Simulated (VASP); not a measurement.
A run of VASP 6.6.1 is set up as follows.

INCAR

```
PREC = Accurate ; ENCUT = 520
EDIFF = 1E-6 ; ISMEAR = -1
SIGMA = 0.08 ; LREAL = False
LASPH = True ; NELM = 100
ALGO = Fast ; ISIF = 2
LWAVE = False ; LCHARG = True
GGA = PE ; LELF = True
LVHAR = True ; NBANDS = 30
```

The input KPOINTS:

```
regular mesh
0
Gamma
  8 8 11
```

Contents of POSCAR:

```
Rh
1.0
    4.1677612943      0.0000000000      0.0000000000
   -2.0838806472      3.6093871578      0.0000000000
    0.0000000000      0.0000000000      2.5367193445
Rh
3
Direct
    0.0000000000      0.0000000000      0.0000000000
    0.3333333333      0.6666666667      0.5000000000
    0.6666666667      0.3333333333      0.5000000000
```

Potentials or basis: VASP PAW PBE potentials, release 64 (Rh_pv).

The run is started by

```bash
$ cat potpaw_PBE.64/Rh_pv/POTCAR > POTCAR
$ mpirun -np 1 vasp_std > vasp.out
```

Problem. Estimate the band gap on the k mesh.

Solution. None (metal or under the smearing width).

Problem. Estimate the pressure.

Solution. 42.4 GPa.

Stress tensor (GPa, compression positive):
```
42.43  0.00  0.00
 0.00 42.43  0.00
 0.00  0.00 42.28
```

Caveat: so large a pressure means that the cell lies far from this level's equilibrium, or that cutoff or potentials fall short.
